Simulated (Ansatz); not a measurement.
# BN (P6_3/mmc): from strained cells to moduli

```
CELL_PARAMETERS angstrom
2.50435 0.00000 0.00000
-1.25218 2.16883 0.00000
0.00000 0.00000 7.01615
ATOMIC_POSITIONS crystal
B 0.33333 0.66667 0.25000
B 0.66667 0.33333 0.75000
N 0.33333 0.66667 0.75000
N 0.66667 0.33333 0.25000
```

The conventional cell has a = 2.504 Å, b = 2.504 Å, c = 7.016 Å, α = 90.00°, β = 90.00°, γ = 120.00°. B (atom 1) is surrounded by 3 N at 1.45 Å. N (atom 3) has 3 B at 1.45 Å as nearest neighbours.

Level of theory, where no other is named: PBEsol, all-electron LAPW in Ansatz 0.2.0, scalar-relativistic. k mesh 10×10×4, fixed occupations, basis error target 1 meV/atom. The cell was relaxed by PAW under this functional, which moved its volume by +6 % from the database entry's.

The cell is hexagonal and carries a residual pressure of -0.02 GPa at this level. Each strain component that symmetry leaves independent is applied at ±0.003, the ions relax wherever a strain frees them, and the stress (tension positive, GPa) is read. Shears are engineering strains, γ = 2ε.

```json
{"strain": "xx", "size": "-0.003", "σxx": "-2.4653", "σyy": "-0.5405", "σzz": "-0.0416", "σyz": "0.0000", "σxz": "0.0000", "σxy": "0.0000"}
{"strain": "xx", "size": "+0.003", "σxx": "2.5199", "σyy": "0.6222", "σzz": "-0.0343", "σyz": "0.0000", "σxz": "0.0000", "σxy": "0.0000"}
{"strain": "zz", "size": "-0.003", "σxx": "0.0435", "σyy": "0.0435", "σzz": "-0.0704", "σyz": "0.0000", "σxz": "0.0000", "σxy": "0.0000"}
{"strain": "zz", "size": "+0.003", "σxx": "0.0503", "σyy": "0.0503", "σzz": "-0.0074", "σyz": "0.0000", "σxz": "0.0000", "σxy": "0.0000"}
{"strain": "yz", "size": "-0.003", "σxx": "0.0472", "σyy": "0.0480", "σzz": "-0.0382", "σyz": "-0.0092", "σxz": "0.0000", "σxy": "0.0000"}
{"strain": "yz", "size": "+0.003", "σxx": "0.0472", "σyy": "0.0480", "σzz": "-0.0382", "σyz": "0.0092", "σxz": "0.0000", "σxy": "0.0000"}
```

A central difference gives one constant, for example C11 ≈ (2.5199 − (-2.4653))/(0.006) = 830.9 GPa; the program then imposes the crystal's symmetry on the whole matrix.

Question: What are the independent elastic constants?

Answer: C11 = 830.9, C12 = 193.8, C13 = 1.2, C33 = 10.5, C44 = 3.1 GPa.

Question: Is the crystal stable against homogeneous strain?

Answer: The least eigenvalue of the 6×6 matrix is 3.1 GPa, so yes.

Question: What moduli does a random aggregate of grains have?

Answer: Voigt and Reuss bounds: B from 10.3 to 229.4 and G from 6.4 to 163.3 GPa; their means are B = 119.9 and G = 84.8 GPa. Then E = 9BG/(3B + G) = 205.9 GPa, ν = (3B − 2G)/(6B + 2G) = 0.214 and B/G = 1.41, on the brittle side of Pugh's 1.75 (a rule of thumb, made for metals; it doesn't predict ductility here).

Question: With the density of 2.163 g/cm³, how fast does sound travel, and what Debye temperature follows?

Answer: 

| direction | slow (m/s) | middle (m/s) | fast (m/s) |
| --- | --- | --- | --- |
| x | 1190 | 12136 | 19600 |
| y | 1190 | 12136 | 19600 |
| z | 1190 | 1190 | 2204 |

The mean of v⁻³ over directions and branches gives v_m = 2090 m/s and θ_D = (ħ/k_B) v_m (6π²n)^(1/3) = 294 K, n being atoms per volume. Young's modulus spans 9 to 786 GPa over directions, and the universal anisotropy index is 144.74.

Question: How far do the constants move if PAW replaces LAPW in the same cell?

Answer: 

```json
{"constant": "C11", "LAPW (GPa)": "830.9", "PAW (GPa)": "830.9", "difference": "0.0"}
{"constant": "C12", "LAPW (GPa)": "193.8", "PAW (GPa)": "194.8", "difference": "1.0"}
{"constant": "C13", "LAPW (GPa)": "1.2", "PAW (GPa)": "1.6", "difference": "0.4"}
{"constant": "C33", "LAPW (GPa)": "10.5", "PAW (GPa)": "10.7", "difference": "0.2"}
{"constant": "C44", "LAPW (GPa)": "3.1", "PAW (GPa)": "2.9", "difference": "-0.2"}
```

Question: How do the constants change if the ions are clamped to the homogeneous strain?

Answer: Clamped values, with the change against relaxed ions: C11 = 865.3 (+34.5), C12 = 159.4 (-34.4), C13 = 1.2 (-0.0), C33 = 10.5 (+0.0), C44 = 3.1 (+0.0) GPa.

Keep in mind: no dispersion correction, so the spacing and stiffness between layers or molecules are poor; the frozen-core PAW files of the compared runs were fitted under PBE, their cores solved anew for this functional.
